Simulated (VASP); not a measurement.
Runs of VASP 6.6.1 on Ba. The structure is cubic, space group Fm-3m (No. 225). Conventional cell: a = 6.465 Å, b = 6.465 Å, c = 6.465 Å, α = 90.00°, β = 90.00°, γ = 90.00°. This isn't the form of Ba at room conditions, which is bcc.

```tsv
level	potentials or basis	spin	cell	k mesh	smearing	mesh quality	gap on the mesh (eV)	pressure (GPa)
PBE	VASP PAW PBE potentials, release 64 (Ba_sv)	off	Fm-3m, 67.56 Å³/atom	4 × 4 × 4	fermi-dirac 0.03 eV	coarse	none	(a)
PBE	VASP PAW PBE potentials, release 64 (Ba_sv)	off	volume scaled by 1.04	7 × 7 × 7	fermi-dirac 0.05 eV	not flagged	none	-0.6
LDA	VASP PAW LDA potentials, release 64 (Ba_sv)	non-collinear, zero start, SOC	R-3m, 55.8 Å³/atom	5 × 5 × 5, shifted	tetrahedron	not flagged	-	0.0
PBE	VASP PAW PBE potentials, release 64 (Ba_sv)	off	volume scaled by 1.06	7 × 7 × 7	fermi-dirac 0.05 eV	not flagged	none	-0.7
```

Alike in all rows: task single point; cutoff (eV) 520.

Question: Estimate the missing entries.

Answer: (a) -0.3.

Caveats: some runs use coarse meshes.

A k mesh can miss the band edges, and rows without SOC leave out spin-orbit coupling on Ba.

A gap of «none» marks a metal or a gap under the smearing width.
